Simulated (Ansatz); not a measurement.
# TiO2: the cost of one run

Method: DFT, PBE, plane-wave PAW, default files, scalar-relativistic, as far as a step names no other, in Ansatz 0.2.0.

## 1. Starting point

Symmetry: C2/m, No. 12, monoclinic system. The conventional cell has a = 12.307 Å, b = 3.767 Å, c = 6.616 Å, α = 90.00°, β = 106.95°, γ = 90.00°. Ti (site symmetry m) is surrounded by 5 O at 1.78 to 2.03 Å. Ti (site symmetry m) is surrounded by 6 O at 1.86 to 2.16 Å. Around O (site symmetry m) lie 3 Ti at 1.86 to 2.16 Å. O (site symmetry m) has 3 Ti at 1.94 to 2.03 Å as nearest neighbours. Around O (site symmetry m) lie 2 Ti at 1.78 to 1.87 Å. O (site symmetry m) is surrounded by 3 Ti at 1.96 to 2.16 Å.

Coordinates:

```xyz
12
Lattice="6.1536 -1.8835 0.0000 6.1536 1.8835 0.0000 -1.9283 0.0000 6.3290" Properties=species:S:1:pos:R:3 pbc="T T T"
Ti    8.5226    0.0000    4.5330
Ti   -0.1400    0.0000    4.4961
Ti    1.8562    0.0000    1.7959
Ti   10.5189    0.0000    1.8329
O     0.0047    0.0000    2.3416
O     6.4903    0.0000    4.4721
O     1.6255    0.0000    0.0298
O    10.3741    0.0000    3.9874
O     8.3943    0.0000    2.1993
O     8.7534    0.0000    6.2992
O     1.9846    0.0000    4.1297
O     3.8886    0.0000    1.8569
```

## 2. Single point at the given positions

File input.yaml:

```yaml
crystal:
  lattice:
    - [6.1535771931, -1.8834685, 0.0]
    - [6.1535771931, 1.8834685, 0.0]
    - [-1.9283261078, 0.0, 6.3289668713]
  atoms:
    - { symbol: Ti, position: [0.804714, 0.804714, 0.716238] }
    - { symbol: Ti, position: [0.099929, 0.099929, 0.710398] }
    - { symbol: Ti, position: [0.195286, 0.195286, 0.283762] }
    - { symbol: Ti, position: [0.900071, 0.900071, 0.289602] }
    - { symbol: O, position: [0.0583525, 0.0583525, 0.369979] }
    - { symbol: O, position: [0.638069, 0.638069, 0.706603] }
    - { symbol: O, position: [0.1328115, 0.1328115, 0.004709] }
    - { symbol: O, position: [0.9416475, 0.9416475, 0.630021] }
    - { symbol: O, position: [0.7365115, 0.7365115, 0.3475] }
    - { symbol: O, position: [0.8671885, 0.8671885, 0.995291] }
    - { symbol: O, position: [0.2634885, 0.2634885, 0.6525] }
    - { symbol: O, position: [0.361931, 0.361931, 0.293397] }
kpoints:
  mp_grid: { grid: [7, 7, 4] }
scf:
  occupations: { method: fermi_dirac, width: 0.02 }
hamiltonian:
  xc: pbe
  pseudopotentials: { kind: paw }
output:
  forces: true
  stress: true
  populations: true
  efg:
    quadrupole_moments_barn: { Ti: 0.247, O: -0.02558 }
    contact_densities: true
  write_density: true
  write_potential: true
  elf: true
  volumetric_format: npy
```

Started as:

```
> ansatz run input.yaml --threads 1 --pin off --max-ram 2560MiB --backend cpu --events-out ev --progress --plain --runs-dir out
```

**Question.** How long does this run take on 1 thread of Arm Neoverse V1, shared host, and how much memory does it need?

About 48 s, with a peak of 0.67 GiB.
